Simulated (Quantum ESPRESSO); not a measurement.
# Ti (P6_3/mmc) in Quantum ESPRESSO: notebook, part 3 of 3

Quantum ESPRESSO 7.5. The steps go on from the part before.

### 4 Phonons, vdW-DF-cx

pw.in

```
&CONTROL
  calculation = 'scf'
  prefix = 'pwscf'
  outdir = './tmp'
  pseudo_dir = './pseudo'
  tprnfor = .true.
  tstress = .true.
  disk_io = 'low'
/
&SYSTEM
  ibrav = 0
  celldm(1) = 8
  nat = 2
  ntyp = 1
  ecutwfc = 84
  nbnd = 19
  input_dft = 'vdw-df-cx'
  occupations = 'smearing'
  smearing = 'mv'
  degauss = 0.01469973
/
&ELECTRONS
  conv_thr = 4d-10
  electron_maxstep = 120
  mixing_beta = 0.5
/
ATOMIC_SPECIES
Ti    47.8670 Ti.upf
CELL_PARAMETERS alat
  0.6968365084558   0.0000000000000   0.0000000000000
 -0.3484182542279   0.6034781186156   0.0000000000000
  0.0000000000000   0.0000000000000   1.1054897829061
ATOMIC_POSITIONS crystal
Ti     0.6666666667    0.3333333333    0.7500000000
Ti     0.3333333333    0.6666666667    0.2500000000
K_POINTS automatic
8 8 5 0 0 0
```

relax.in

```
&CONTROL
  calculation = 'vc-relax'
  prefix = 'pwscf'
  outdir = './tmp'
  pseudo_dir = './pseudo'
  tprnfor = .true.
  tstress = .true.
  disk_io = 'low'
  nstep = 40
  forc_conv_thr = 0.0001
  etot_conv_thr = 1d-06
/
&SYSTEM
  ibrav = 0
  celldm(1) = 8
  nat = 2
  ntyp = 1
  ecutwfc = 84
  nbnd = 19
  input_dft = 'vdw-df-cx'
  occupations = 'smearing'
  smearing = 'mv'
  degauss = 0.01469973
/
&ELECTRONS
  conv_thr = 4d-10
  electron_maxstep = 120
  mixing_beta = 0.5
/
&IONS
  ion_dynamics = 'bfgs'
/
&CELL
  cell_dynamics = 'bfgs'
  press = 0
  press_conv_thr = 0.2
/
ATOMIC_SPECIES
Ti    47.8670 Ti.upf
CELL_PARAMETERS alat
  0.6968365084558   0.0000000000000   0.0000000000000
 -0.3484182542279   0.6034781186156   0.0000000000000
  0.0000000000000   0.0000000000000   1.1054897829061
ATOMIC_POSITIONS crystal
Ti     0.6666666667    0.3333333333    0.7500000000
Ti     0.3333333333    0.6666666667    0.2500000000
K_POINTS automatic
8 8 5 0 0 0
```

scf2.in

```
&CONTROL
  calculation = 'scf'
  prefix = 'pwscf'
  outdir = './tmp'
  pseudo_dir = './pseudo'
  tprnfor = .true.
  tstress = .true.
  disk_io = 'low'
/
&SYSTEM
  ibrav = 0
  celldm(1) = 8
  nat = 2
  ntyp = 1
  ecutwfc = 84
  nbnd = 19
  input_dft = 'vdw-df-cx'
  occupations = 'smearing'
  smearing = 'mv'
  degauss = 0.01469973
/
&ELECTRONS
  conv_thr = 1d-13
  electron_maxstep = 120
  mixing_beta = 0.5
  startingpot = 'file'
  startingwfc = 'file'
/
ATOMIC_SPECIES
Ti    47.8670 Ti.upf
CELL_PARAMETERS alat
  0.6864924959957  -0.0000000000068   0.0000000000000
 -0.3432462479919   0.5945199410431   0.0000000000000
  0.0000000000000   0.0000000000000   1.0843711106641
ATOMIC_POSITIONS crystal
Ti     0.6666666666    0.3333333332    0.7500000000
Ti     0.3333333332    0.6666666666    0.2500000000
K_POINTS automatic
8 8 5 0 0 0
```

ph.in

```
phonons of Ti
&INPUTPH
  prefix = 'pwscf'
  outdir = './tmp'
  tr2_ph = 1d-18
  fildyn = 'dyn'
  niter_ph = 90
  alpha_mix(1) = 0.4
/
0.0000000000 0.0000000000 0.0000000000
```

dynmat.in

```
&INPUT
  fildyn = 'dyn'
  asr = 'crystal'
  filout = 'dynmat.disp'
  fileig = 'dynmat.eig'
/
```

Potentials or basis: PseudoDojo 0.4.1 SR PBE standard.

Started as:

```
$ OMP_NUM_THREADS=1 mpirun -n 4 pw.x -nk 4 -in pw.in > pw.out
$ OMP_NUM_THREADS=1 mpirun -n 4 pw.x -nk 4 -in relax.in > relax.out
$ OMP_NUM_THREADS=1 mpirun -n 4 pw.x -nk 4 -in scf2.in > scf2.out
$ OMP_NUM_THREADS=1 mpirun -n 4 ph.x -nk 4 -in ph.in > ph.out
$ OMP_NUM_THREADS=1 mpirun -n 1 dynmat.x -in dynmat.in > dynmat.out
```

pw.out:

```text
This program is part of the open-source Quantum ESPRESSO suite
     for quantum simulation of materials; please cite
         "P. Giannozzi et al., J. Phys.:Condens. Matter 21 395502 (2009);
         "P. Giannozzi et al., J. Phys.:Condens. Matter 29 465901 (2017);
         "P. Giannozzi et al., J. Chem. Phys. 152 154105 (2020);
     in publications or presentations arising from this work. More details at

     IMPORTANT: XC functional enforced from input :
     Exchange-correlation= VDW-DF-CX
                           (   1   4  27   0   1   0   0)
     Any further DFT definition will be discarded
     Please, verify this is what you really want

     Message from routine setup:
     using ibrav=0 with symmetry is DISCOURAGED, use correct ibrav instead

     K-points division:     npool     =       4
     Subspace diagonalization in iterative solution of the eigenvalue problem:
     a serial algorithm will be used

     G-vector sticks info
     --------------------
     sticks:   dense  smooth     PW     G-vecs:    dense   smooth      PW
     Sum         721     721    211                24711    24711    3981

     Using Slab Decomposition

     bravais-lattice index     =            0
     lattice parameter (alat)  =       8.0000  a.u.
     unit-cell volume          =     238.0220 (a.u.)^3
     number of atoms/cell      =            2
     number of atomic types    =            1
     number of electrons       =        24.00
     number of Kohn-Sham states=           19
     kinetic-energy cutoff     =      84.0000  Ry
[... 113 lines left out ...]
     %%%%%%%%%%%%%%%%%%%%%%%%%%%%%%%%%%%%%%%%%%%%%%%%%%%%%%%%%%%%%%%%%%%%%%%%

     Starting wfcs are   20 randomized atomic wfcs

     Self-consistent Calculation

     iteration #  1     ecut=    84.00 Ry     beta= 0.50
     Davidson diagonalization with overlap
     ethr =  1.00E-02,  avg # of iterations =  2.9

     Threshold (ethr) on eigenvalues was too large:
     Diagonalizing with lowered threshold

     Davidson diagonalization with overlap
     ethr =  2.51E-04,  avg # of iterations =  3.7

     total energy              =    -237.28836532 Ry
     estimated scf accuracy    <       0.10067655 Ry
[... 57 lines left out ...]
     iteration # 10     ecut=    84.00 Ry     beta= 0.50
     Davidson diagonalization with overlap
     ethr =  2.98E-11,  avg # of iterations =  3.3

     End of self-consistent calculation

          k = 0.0000 0.0000 0.0000 (  3067 PWs)   bands (ev):

   -43.6989 -43.5685 -20.3198 -19.6880 -19.6880 -19.6380 -19.5912 -19.5912
     6.9180  10.4158  13.7978  13.8608  13.8608  13.9524  14.3514  14.3514
    14.7017  14.7017  16.2096
[... 171 lines left out ...]
   -43.5605 -43.5551 -20.1494 -20.1283 -19.9541 -19.8916 -19.7454 -19.7246
    11.3416  11.5609  12.2417  12.3594  12.8703  13.0119  14.6062  15.0611
    16.1673  16.3418  18.9519

     the Fermi energy is    13.0692 ev

!    total energy              =    -237.31187484 Ry
     estimated scf accuracy    <          4.8E-12 Ry
     smearing contrib. (-TS)   =       0.00031576 Ry
     internal energy E=F+TS    =    -237.31219060 Ry

     The total energy is F=E-TS. E is the sum of the following terms:
     one-electron contribution =     -82.14833352 Ry
     hartree contribution      =      48.64351404 Ry
     xc contribution           =     -34.72529313 Ry
     ewald contribution        =    -169.08207799 Ry

     convergence has been achieved in  10 iterations

     Forces acting on atoms (cartesian axes, Ry/au):

     atom    1 type  1   force =     0.00000000    0.00000000    0.00000000
     atom    2 type  1   force =     0.00000000   -0.00000000    0.00000000

     Total force =     0.000000     Total SCF correction =     0.000000

     Computing stress (Cartesian axis) and pressure

          total   stress  (Ry/bohr**3)                   (kbar)     P=      -53.91
  -0.00034942  -0.00000000   0.00000000          -51.40       -0.00        0.00
  -0.00000000  -0.00034942  -0.00000000           -0.00      -51.40       -0.00
   0.00000000   0.00000000  -0.00040053            0.00        0.00      -58.92

=------------------------------------------------------------------------------=
   JOB DONE.
=------------------------------------------------------------------------------=
```

relax.out:

```text
This program is part of the open-source Quantum ESPRESSO suite
     for quantum simulation of materials; please cite
         "P. Giannozzi et al., J. Phys.:Condens. Matter 21 395502 (2009);
         "P. Giannozzi et al., J. Phys.:Condens. Matter 29 465901 (2017);
         "P. Giannozzi et al., J. Chem. Phys. 152 154105 (2020);
[... 2828 lines left out ...]
  -0.00000000  -0.00000051   0.00000000           -0.00       -0.07        0.00
   0.00000000   0.00000000  -0.00000052            0.00        0.00       -0.08

=------------------------------------------------------------------------------=
   JOB DONE.
=------------------------------------------------------------------------------=
```

It took 12 min on 4 MPI ranks of Intel Xeon at 2.50GHz (Skylake/Cascade Lake), shared host; peak memory 0.8 GiB.

What came out:

- Free energy: -3228.8223 eV
- Relaxed volume: 16.79 Å³/atom
- Relaxed cell: a = 2.906 Å, b = 2.906 Å, c = 4.591 Å, α = 90.00°, β = 90.00°, γ = 120.00°
- Space group after relaxing (to 0.05 Å): P6_3/mmc (No. 194)
- Pressure after relaxing: 0.0 GPa
- Band gap on the k mesh: none (metal or under the smearing width)
- Highest phonon frequency at Γ: 194 cm⁻¹

Step by step:
```csv
step,energy change (eV),largest force (eV/Å),pressure (GPa),volume (Å³)
1,0.0000,0.0000,-5.39,35.27
2,-0.0239,0.0000,-2.50,34.31
3,-0.0298,0.0000,0.20,33.52
4,-0.0299,0.0000,0.00,33.58
5,-0.0299,0.0000,-0.01,33.58
6,-0.0299,0.0000,-0.01,33.58
7,-0.0299,0.0000,0.00,33.58
8,-0.0299,0.0000,0.00,33.58
```

Final structure:
```
Ti
1.0
     2.90621    0.00000    0.00000
    -1.45310    2.51685    0.00000
     0.00000    0.00000    4.59060
Ti
2
Cartesian
  1.4531 0.8390 3.4429
  0.0000 1.6779 1.1476
```

Levels at points of the mesh, in eV from the Fermi level:
| k point | band 10 | band 11 | band 12 | band 13 | band 14 | band 15 |
| --- | --- | --- | --- | --- | --- | --- |
| (0.00, 0.00, 0.00) | -2.78 | 0.80 | 0.80 | 0.90 | 0.94 | 1.34 |
| (0.00, -0.50, 0.00) | -2.27 | -1.94 | -0.60 | 0.48 | 0.68 | 1.25 |

Phonon frequencies in cm⁻¹ (negative: imaginary):
```tsv
q point	frequencies
(0.000, 0.000, 0.000)	1 1 2 128 128 194
```

Optical modes at Γ, degenerate ones joined:
| cm⁻¹ | components | symmetry | active in |
| --- | --- | --- | --- |
| 128 | 2 | E2g | Raman |
| 194 | 1 | B1g | silent |

Caveat: the mesh is thin for the phonons of a metal; the potentials were made for another functional, which shifts forces and pressure.

### 5 Overview

| level | gap on the mesh (eV) | pressure (GPa) |
| --- | --- | --- |
| PW91 | none | 0.0 |
| WC | none | 0.0 |
| vdW-DF-cx | none | 0.0 |

Alike in all rows: task phonons; potentials or basis PseudoDojo 0.4.1 SR PBE standard; no spin polarisation; cell relaxed; k mesh 8 × 8 × 5; cutoff (eV) 1143; smearing cold 0.2 eV.

Caveats: the mesh is thin for the phonons of a metal; the potentials were made for another functional, which shifts forces and pressure; before the sum rule the acoustic modes lie tens of cm⁻¹ from zero, a sign that the density grid also shifts the optical modes (some runs).

Absolute energies hang on the potentials; compare differences alone.
